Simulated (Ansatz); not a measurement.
The system is TaAs.

```xyz
4
Lattice="-1.7218 1.7218 5.8679 1.7218 -1.7218 5.8679 1.7218 1.7218 -5.8679" Properties=species:S:1:pos:R:3 pbc="T T T"
Ta    0.0000    0.0000    5.8676
Ta    1.7218    0.0000    2.9336
As    0.0000    0.0000    0.9698
As    0.0000    1.7218    3.9037
```

The cell is a database's computed one.

Base run:

| Quantity | Value |
| --- | --- |
| Program | Ansatz 0.2.0 |
| Functional | PBEsol |
| Potentials or basis | Ansatz PAW |
| Cutoff | 420 eV |
| Density cutoff | 1680 eV |
| k mesh | 11 × 11 × 11 |
| Occupations | fermi-dirac, width 0.05 eV |
| Spin | no spin polarisation |

Its results: band gap on the k mesh none (metal or under the smearing width); pressure -3.8 GPa; largest force 0.022 eV/Å.

Q: The run is repeated on the same cell with these changes: functional from PBEsol to revPBE. What comes out?

A: Band gap on the k mesh none (metal or under the smearing width); pressure 4.2 GPa; largest force 0.026 eV/Å.

revPBE binds less tightly than PBEsol, so the same cell stands under more pressure.

Caveats: the PAW data sets come from PBE, with cores solved anew for the run's functional, which leaves a small shift of forces and pressure; the potentials were made for another functional, which shifts forces and pressure (some runs).

Not every run made on this cell is shown here.
